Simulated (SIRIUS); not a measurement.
The system is Al.

```
Al
1.0
     0.00000    2.02481    2.02481
     2.02481    0.00000    2.02481
     2.02481    2.02481    0.00000
Al
1
Direct
  0.00000 0.00000 0.00000
```

Base run:

- Program: SIRIUS 7.10.0
- Functional: PBEsol
- Potentials or basis: PseudoDojo 0.4.1 PBE standard (scalar relativistic)
- Cutoff: 557 eV
- Density cutoff: 2229 eV
- k mesh: 11 × 11 × 11
- Occupations: fermi-dirac, width 0.05 eV
- Spin: no spin polarisation

Its results: pressure -1.5 GPa.

Q: After a change of settings the same cell gave: pressure -2.1 GPa. Which change was it?
A. functional from PBEsol to PBE; libxc names from ["XC_GGA_X_PBE_SOL", "XC_GGA_C_PBE_SOL"] to ["XC_GGA_X_PBE", "XC_GGA_C_PBE"]
B. functional from PBEsol to LDA; libxc names from ["XC_GGA_X_PBE_SOL", "XC_GGA_C_PBE_SOL"] to ["XC_LDA_X", "XC_LDA_C_PW"]
C. functional from PBEsol to RPBE; libxc names from ["XC_GGA_X_PBE_SOL", "XC_GGA_C_PBE_SOL"] to ["XC_GGA_X_RPBE", "XC_GGA_C_PBE"]
D. potentials or basis from PseudoDojo 0.4.1 PBE standard (scalar relativistic) to PseudoDojo 0.4.1 PBEsol standard (scalar relativistic)

A: D.

Caveats: the potentials were made for another functional, which shifts forces and pressure (some runs).

Not every run made on this cell is shown here.
